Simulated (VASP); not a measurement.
Crystal: AlN.

```xyz
2
Lattice="0.0000 2.0345 2.0345 2.0345 0.0000 2.0345 2.0345 2.0345 0.0000" Properties=species:S:1:pos:R:3 pbc="T T T"
Al    2.0345    2.0345    2.0345
N     0.0000    0.0000    0.0000
```

Measurements of this composition are mostly on another form, of space group No. 186.

```yaml
Program: VASP 6.6.1
Task: relaxation of cell and atoms
Functional: revPBE
Dispersion: D3
Potentials_or_basis: VASP PAW PBE potentials, release 64 (Al, N)
Cutoff: 600 eV
k_mesh: 11 × 11 × 11
Occupations: fermi-dirac, width 0.05 eV
Spin: no spin polarisation
```

At the start: pressure -5.6 GPa; volume 8.42 Å³/atom.

Where does the relaxation end?

Over 3 steps the energy falls by 3.2 meV/atom and the volume is 8.24 Å³/atom (-2.1 %); space group Fm-3m (No. 225, to 0.05 Å).

The path:
```
step  energy change (eV)  largest force (eV/Å)  pressure (GPa)  volume (Å³)
   1              0.0000                0.0000           -5.59        16.84
   2             -0.0001                0.0000            5.96        16.14
   3             -0.0064                0.0000           -0.01        16.48
```

Final structure:
```cif
data_structure
_symmetry_space_group_name_H-M 'P 1'
_symmetry_Int_Tables_number 1
_cell_length_a 2.8566
_cell_length_b 2.8566
_cell_length_c 2.8566
_cell_angle_alpha 60.000
_cell_angle_beta 60.000
_cell_angle_gamma 60.000
_cell_volume 16.48
loop_
_atom_site_label
_atom_site_type_symbol
_atom_site_fract_x
_atom_site_fract_y
_atom_site_fract_z
_atom_site_occupancy
Al1 Al 0.50000 0.50000 0.50000 1
N1 N 0.00000 0.00000 0.00000 1
```

Caveat: the PAW data sets were made with another functional, which shifts forces and pressure a little.
